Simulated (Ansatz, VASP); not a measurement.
Al: VASP beside Ansatz

Contents of INCAR:

```
PREC     = Accurate       # precision mode
ENCUT    = 520            # plane-wave cutoff, eV
EDIFF    = 1E-7           # SCF threshold, eV
ISMEAR   = -1             # smearing method
SIGMA    = 0.08           # smearing width, eV
LREAL    = False          # projectors in reciprocal space
LASPH    = True           # aspherical terms in the spheres
NELM     = 100            # most SCF steps
ALGO     = Normal         # electronic algorithm
ISIF     = 2              # what is computed and relaxed
LWAVE    = False          # write WAVECAR
LCHARG   = False          # write CHGCAR
GGA      = PE             # functional
NBANDS   = 8              # bands
```

KPOINTS

```
regular mesh
0
Gamma
  16 16 15
```

The input POSCAR:

```
Al
1.0
    2.4638592818      0.0000000000      0.0000000000
   -1.2319296409      2.1337647294      0.0000000000
    0.0000000000      0.0000000000      2.4285422460
Al
1
Direct
    0.0000000000      0.0000000000      0.0000000000
```

Input for Ansatz:

```yaml
crystal:
  lattice:
    - [2.4638592818, 0.0, 0.0]
    - [-1.2319296409, 2.1337647294, 0.0]
    - [0.0, 0.0, 2.428542246]
  atoms:
    - { symbol: Al, position: [0.0, 0.0, 0.0] }
kpoints:
  mp_grid: { grid: [16, 16, 15] }
scf:
  occupations: { method: fermi_dirac, width: 0.08 }
hamiltonian:
  xc: pbe
  pseudopotentials: { kind: all_electron, lapw: { basis_error: 0.001 } }
output:
  forces: true
  stress: true
  eigenvalues: true
  populations: true
```

Change from the starting cell: volume scaled by 0.68, LAPW.

Alike in both runs: task single point; functional PBE; k mesh 16 × 16 × 15; occupations fermi-dirac, width 0.08 eV; no spin polarisation.

```csv
,VASP,Ansatz
version,VASP 6.6.1,Ansatz 0.2.0
potentials or method,"VASP PAW PBE potentials, release 64 (Al)","all-electron LAPW, scalar-relativistic"
plane-wave cutoff (eV),520,see its input
```

```csv
,VASP,Ansatz,Ansatz less VASP
pressure (GPa),54.9,54.5,-0.38
largest component of the traceless stress (GPa),0.16,0.18,+0.020
```

Ansatz ran all-electron here, so the differences hold the error of VASP's frozen core and of both bases.

Caveats: so large a pressure means that the cell lies far from this level's equilibrium, or that cutoff or potentials fall short (VASP).
